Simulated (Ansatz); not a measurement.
# Te2Pt: further runs on the relaxed cell

An exercise on one series of results from a longer session: the logs are not shown, and one member is left open.

Computed with Ansatz 0.2.0 (DFT PBE+D3(BJ), scalar-relativistic, plane waves, PAW, unless a step's input says otherwise).

## Starting point

It takes space group P-3m1 (No. 164, trigonal). The conventional cell has a = 4.053 Å, b = 4.053 Å, c = 5.091 Å, α = 90.00°, β = 90.00°, γ = 120.00°. Te (site symmetry 3m) has 3 Pt at 2.71 Å as nearest neighbours. Pt (site symmetry -3m) has 6 Te at 2.71 Å as nearest neighbours.

Coordinates:

```xyz
3
Lattice="4.0529 0.0000 0.0000 -2.0265 3.5099 0.0000 0.0000 0.0000 5.0909" Properties=species:S:1:pos:R:3 pbc="T T T"
Te    0.0000    2.3399    1.3600
Te    2.0265    1.1700    3.7309
Pt    0.0000    0.0000    0.0000
```

This cell was relaxed beforehand with the same method: volume 24.14 Å³/atom, gap on the mesh none (metal).

The first run:

input.yaml reads:

```yaml
crystal:
  lattice:
    - [4.0529059724, 0.0, 0.0]
    - [-2.0264529862, 3.5099195313, 0.0]
    - [0.0, 0.0, 5.0909091834]
  atoms:
    - { symbol: Te, position: [0.3333333333, 0.6666666667, 0.2671519527] }
    - { symbol: Te, position: [0.6666666667, 0.3333333333, 0.7328480473] }
    - { symbol: Pt, position: [0.0, 0.0, 0.0] }
basis:
  ecutwfc: 420
kpoints:
  mp_grid: { grid: [12, 12, 8] }
hamiltonian:
  xc: pbesol
scf:
  occupations: { method: gaussian, width: 0.1 }
output:
  forces: true
  stress: true
  eigenvalues: true
relax:
  adjacent_minimum: "off"
  f_tol: 0.005
  max_steps: 50
  cell: { stress_tol: 0.05 }
```

Command:

```console
$ ansatz run input.yaml --threads 1 --pin off --max-ram 2560MiB --backend cpu --events-out ev --progress --plain --runs-dir out
```

Among the steps run: Relaxing with PBEsol; Relaxing with PBE; Relaxing with LDA.

One table of the session follows, with a row left open; its other results are not shown here.

It belongs to the step «One structure, several functionals». 

```
functional  a (Å)  b (Å)  c (Å)  volume (Å³/atom)
PBE+D3(BJ)  4.053  4.053  5.091             24.14
    PBEsol  4.046  4.046  5.133             24.25
       PBE  4.089  4.089  5.388             26.00
       LDA      ?      ?      ?                 ?
```

Estimate the missing values for LDA.

As computed: a (Å): 4.020; b (Å): 4.020; c (Å): 5.090; volume (Å³/atom): 23.74. In the column «a (Å)» it is the lowest.
